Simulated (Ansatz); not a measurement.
Sb2Te3 in space group R-3m (No. 166; Sb on 6c, Te on 6c, Te on 3a) at seven volumes, r²SCAN+D4 in the plane-wave PAW code Ansatz, shape and atoms relaxed at each. One row is withheld.

| V (Å³/atom) | P (GPa) |
|---|---|
| 30.085 | 3.91 |
| 31.077 | 2.27 |
| 32.069 | 0.96 |
| 33.061 | 0.00 |
| 34.053 | -0.65 |
| 35.044 | ? |
| 36.036 | -1.13 |

**Question.** Fit the shown pressures and predict the withheld one.

**Answer.** P = (3/2)B₀(x^(7/2) − x^(5/2))[1 + (3/4)(B′ − 4)(x − 1)] with x = (V₀/V)^(2/3). Least squares on the six rows gives V₀ = 33.095 Å³/atom, B₀ = 24.5 GPa, B′ = 12.13. At V = 35.044, x = 0.9626 and P = -0.97 GPa. The run itself gave -1.00 GPa.

The r²SCAN+D4 relaxation kept the symmetry of its start. Scalar-relativistic: spin–orbit coupling is off unless named, which matters more the heavier the elements.

Potentials: the later of the program's two PAW sets.
